**Choosing a functional for the cell of rutile**

In a stiff oxide such as rutile, one percent of volume is about a third of a percent in each edge. It corresponds to roughly 2 GPa of pressure, yet costs less than 1 meV per atom in energy. Pressure grows in proportion to the volume step and energy with its square. The same step can therefore be harmless for one purpose and serious for another.

### Question

The cell of rutile TiO₂ was relaxed with five density functionals of the generalised-gradient (GGA) type, each with its own D4 dispersion correction. The volume change counts from a common starting cell. Relaxed lengths a and b are the two equal edges of the square base, and c is the short edge along the chains of octahedra.

VASP 6.6.1, Kohn-Sham DFT with the listed functionals and D4 dispersion: rutile TiO₂ (6 atoms), cell and atomic positions relaxed without spin polarisation. All rows use PBE PAW potentials (Ti_sv, O), a 600 eV cutoff, a 6×6×9 k mesh and Fermi-Dirac smearing of 0.05 eV. Volume changes count from the common starting cell (10.44 Å³ per atom).

```tsv
functional	volume change (%)	relaxed length a (Å)	relaxed length b (Å)	relaxed length c (Å)
PBE	0.330	4.609	4.609	2.95780
PBEsol	-1.900	4.574	4.574	2.93610
revPBE	-0.440	4.593	4.593	2.95530
RPBE	-0.190	4.595	4.595	2.95980
BLYP	1.230	4.618	4.618	2.97190
```

(a) Explain the order of the volumes. revPBE and RPBE are known to give larger cells than PBE when no dispersion is added. Why might they be smaller here?

(b) Estimate the energy gained when the starting cell relaxes with PBEsol. For which purposes do the steps between the functionals matter?

(c) Which functional would you advise, what can none of the five repair, and what would a repair cost?

### Model answer

**(a)** Two things set each cell: the functional itself and the dispersion term added to it. A weight hanging on a spring is a fair picture. The functional fixes the length of the unloaded spring, and the dispersion attraction is the load, which here shortens it. The picture stops there, because a crystal has more than one length and the attraction changes with distance.

PBEsol is a short spring with a light load. Its exchange energy rewards strong density gradients less than that of PBE, so it favours denser solids. revPBE and RPBE reward such gradients more, which by itself weakens the bonds and widens the cell. D4 is adjusted to each functional, and these two receive a heavy load: about 2.5 eV per cell for revPBE against 1.2 eV for PBE.

Is the extra load enough to reverse the order? If the dispersion energy fell with the plain sixth power of distance, it would fall with the square of the volume V, and its inward pressure would be twice the energy divided by V. Set against the stiffness of rutile, the extra 1.3 eV of revPBE would then mean a contraction of about 3%. This is likely too much: D4 is damped between near neighbours, so in a dense oxide its energy is expected to change much more slowly with volume. The extra contraction also has two jobs: it must first cancel the additional width that revPBE has without dispersion, and then bring the cell 0.77 points below that of PBE. The full estimate would leave about 2.4 points for the first job, half of it only about 0.8. The estimate therefore allows the reversal but cannot establish it. The case for D4 rests on the known order without dispersion: if revPBE starts out wider, the D4 term must be what turns the order round. How much each effect contributes stays open, since the calculation yields only their sum; relaxing both cells again without D4 would separate them.

The load alone does not order every pair. RPBE carries the heaviest, about 2.7 eV per cell, yet its cell is slightly larger than that of revPBE. BLYP also carries a heavy load, yet it ends with the largest cell. It is known for overlong bonds in solids, and here the D4 attraction does not make up for them. For a related oxide, one should therefore ask two questions: how dense does the functional like its solids, and how strong is its dispersion term? Where the answers pull in opposite directions, as for revPBE, the order has to be calculated.

**(b)** Near its minimum the energy of a crystal rises like that of a spring:

E = ½ B V (ΔV/V)²

Here B is the bulk modulus, roughly 210 GPa for rutile as a recalled value, and ΔV/V is the relative volume change. Since 1 eV/Å³ is 160 GPa, B is 1.31 eV/Å³. Six atoms at 10.44 Å³ each fill 62.6 Å³, and PBEsol shrinks the cell by 1.9%:

E = ½ × 1.31 × 62.6 × 0.019² ≈ 0.015 eV per cell

The calculation itself gives 0.0176 eV, so the estimate reaches 84% of it. B was not adjusted to this row or any other. The estimate also falls short for PBE and revPBE, by a quarter and a tenth, but their gains are below 1 meV per cell and make a weak test. Some shortfall is natural, because the shape of the cell and the oxygen positions relax as well; the rough value of B may account for the rest. The printed output below the text has the comparison for all three.

The same stiffness turns the table into a guide for different purposes. From PBEsol to BLYP the volume grows by about 3% and edge a by 0.044 Å. For a density in a process model, or for recognising the phase, any of the five will do. For the misfit of a thin film on a substrate, where half a percent in an edge counts, the choice matters.

As a pressure, the whole range corresponds to nearly 7 GPa. Properties that react strongly to volume will feel this. In rutile the best-known case is the soft polar vibration that governs the dielectric constant. In wide GGA cells it is known to soften as far as instability, which a relaxation that keeps the rutile symmetry cannot show. As an energy, the same range costs only about 7 meV per atom. Even that is worth avoiding when polymorphs of TiO₂ are compared, because they lie close in energy; each should be relaxed with the functional that supplies its energy. Care does not end there: plain GGA is known to place anatase below rutile, and the order shifts with the dispersion term.

**(c)** The table does not single out a most accurate functional, because the starting cell is not a measurement. As recalled, the room-temperature cell lies a few tenths of a percent below the starting volume, near revPBE and RPBE. A static cell should be smaller still, which moves the target towards PBEsol. BLYP is too wide on either reading. If a reliable measured cell exists and only electronic properties are wanted, keep that cell fixed. If the cell must be predicted, take the functional used in the rest of the project and repeat the decisive result with PBEsol and BLYP, the two ends of the range. If the result depends mainly on the volume, surviving both shows that it hardly hangs on the choice among these five. Other quantities have other extremes: the gap is wider with revPBE and RPBE than with either PBEsol or BLYP.

revPBE and RPBE call for more care when a study moves on to other materials. Their moderate cells here rest on a wide-cell functional and a strong attraction working against each other, and that balance need not carry over. With the older D3(BJ) correction, RPBE is known to shrink metals far too much. This oxide with D4 shows no such collapse.

None of the five repairs the band gap. It lies between 1.80 and 1.87 eV, against a measured value of roughly 3.0 eV as recalled. Changing the functional moves the gap by less than a tenth of an electronvolt, while the shortfall exceeds one. Functionals of this type are known to place the empty states too close to the filled ones, and a different cell of similar size does not cure that.

Cost gives no reason to prefer one of the five. They need the same kind of work per electronic step, and the D4 sum over six atoms is a trifle beside it. A better gap calls for a hybrid functional or a GW calculation. Exact exchange couples every pair of occupied states and of k points, so with a k mesh as dense as this one a hybrid can cost a hundred times more or beyond; a coarser mesh for the exchange part lowers the bill. It is sensible to relax the cell with a GGA and spend the larger effort once, on the final structure.

### Remarks on the reasoning

**A stronger dispersion term does not by itself mean a smaller cell.** PBEsol has the weakest term and the smallest volume. Dispersion explains a difference between two rows only once the functionals beneath it have been compared too.

**A small volume change is not a small error.** RPBE stays closest to the starting cell, but that does not make it the most accurate. A measured cell also contains zero-point motion and thermal expansion, expected to add of the order of a percent in volume, which these static cells leave out. The step of 0.25% between revPBE and RPBE is far larger than the 0.02% that residual pressure allows, though cutoff and k mesh were not varied, but it is too fine to rank the two against experiment without that correction.

**Volume does not fix the shape.** Going from PBE to RPBE, edge a shrinks by 0.014 Å while c grows slightly. The ratio c/a is about 0.642 for PBE and PBEsol, and 0.643 to 0.644 for the three functionals with strong dispersion terms. Rutile is known to be stiffer along c than across it, so a stronger attraction is expected to shorten mainly a; the runs do not show this separately. PBEsol shrinks the cell more and keeps the ratio of PBE, so the functional beneath shapes c/a too. For a film whose fit depends on one edge, compare that edge and not the volume.

Output of the analysis:

```
Steps from the PBE row:
     row  volume step in % points  a step in angstrom  c step in angstrom  equivalent pressure in GPa
     PBE                        0                   0                   0                           0
  PBEsol                    -2.23              -0.035             -0.0217                       4.683
  revPBE                    -0.77              -0.016             -0.0025                       1.617
    RPBE                    -0.52              -0.014               0.002                       1.092
    BLYP                      0.9               0.009              0.0141                       -1.89
Dispersion and shape and gap:
     row  D4 energy size in eV per cell     c/a  gap in eV  harmonic energy gain in meV per cell
     PBE                          1.233  0.6417      1.839                                0.4469
  PBEsol                         0.7107  0.6419      1.843                                 14.81
  revPBE                          2.539  0.6434      1.868                                0.7945
    RPBE                          2.704  0.6441      1.869                                0.1481
    BLYP                          2.298  0.6435      1.796                                 6.208
Spread of volumes in % points: 3.13
Spread of edge a in angstrom: 0.044
Spread of edge c in angstrom: 0.0358
Pressure equivalent to the whole volume spread in GPa: 6.573
Harmonic energy for the whole volume spread in meV per atom: 6.7
Volume step from revPBE to RPBE in % points: 0.25
Largest volume error from residual pressure in %: 0.01878
Calculated energy gain PBE and then estimate over calculated: 0.6, 0.7448
Calculated energy gain PBEsol and then estimate over calculated: 17.59, 0.8422
Calculated energy gain revPBE and then estimate over calculated: 0.89, 0.8927
Rank correlation of D4 energy size with volume: 0.2
Rank correlation of volume with c/a: 0.2
Order of magnitude of extra D4 contraction revPBE against PBE in %: 3.18
Spread of gaps and mean shortfall from rough recalled gap in eV: 0.0726, 1.157
```
